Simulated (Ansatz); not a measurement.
Level of theory: DFT PBE, scalar-relativistic, plane waves, PAW in Ansatz 0.2.0. All cells share a 420 eV cutoff and Γ-centred k meshes spaced at most about 0.3 Å⁻¹ (about 0.25 or finer for metals, 2π included). No spin polarisation.

All energies are static (0 K, no zero-point motion).

Two forms of Cd4Se were relaxed alike.

A.

```cif
data_structure
_symmetry_space_group_name_H-M 'I4/mmm'
_symmetry_Int_Tables_number 139
_cell_length_a 4.3045
_cell_length_b 4.3045
_cell_length_c 14.2784
_cell_angle_alpha 90.000
_cell_angle_beta 90.000
_cell_angle_gamma 90.000
_cell_volume 264.56
loop_
_atom_site_label
_atom_site_type_symbol
_atom_site_symmetry_multiplicity
_atom_site_Wyckoff_symbol
_atom_site_fract_x
_atom_site_fract_y
_atom_site_fract_z
_atom_site_occupancy
Cd1 Cd 8 g 0.00000 0.50000 0.35279 1
Se1 Se 2 a 0.00000 0.00000 0.00000 1
```

B.

```cif
data_structure
_symmetry_space_group_name_H-M 'P-3m1'
_symmetry_Int_Tables_number 164
_cell_length_a 4.1940
_cell_length_b 4.1940
_cell_length_c 8.4791
_cell_angle_alpha 90.000
_cell_angle_beta 90.000
_cell_angle_gamma 120.000
_cell_volume 129.17
loop_
_atom_site_label
_atom_site_type_symbol
_atom_site_symmetry_multiplicity
_atom_site_Wyckoff_symbol
_atom_site_fract_x
_atom_site_fract_y
_atom_site_fract_z
_atom_site_occupancy
Cd1 Cd 2 d 0.33333 0.66667 0.18775 1
Cd2 Cd 2 d 0.66667 0.33333 0.39825 1
Se1 Se 1 a 0.00000 0.00000 0.00000 1
```

Question: Which is lower in energy, and by how much?

Answer: B is lower, by 69 meV/atom. A has space group I4/mmm (No. 139), 26.5 Å³/atom and no gap on its mesh; B has space group P-3m1 (No. 164), 25.8 Å³/atom and no gap. Counting Cd atoms around Se (those within 1.25 times the shortest such distance or 1.15 times the sum of covalent radii), A has Se 8 and B has Se 6. In A, Cd is surrounded by 5 Cd at 2.94–3.04 Å and 2 Se at 3.01 Å; Se is surrounded by 8 Cd at 3.01 Å. In B, Cd on its first site has 3 Se at 2.90 Å, 3 Cd at 3.01 Å and 1 Cd at 3.51 Å; Cd on its second site has 6 Cd at 2.97–3.01 Å and 1 Cd at 3.51 Å; around Se lie 6 Cd at 2.90 Å. Both come from invented guesses. The lowest form computed isn't among them: it has space group P-4m2 (No. 115), 28.2 Å³/atom and lies 14 meV/atom below the best shown.

Cells relaxed within their symmetry can be saddle points. Some candidate types were left out of the draw beforehand, so a known form may be missing.
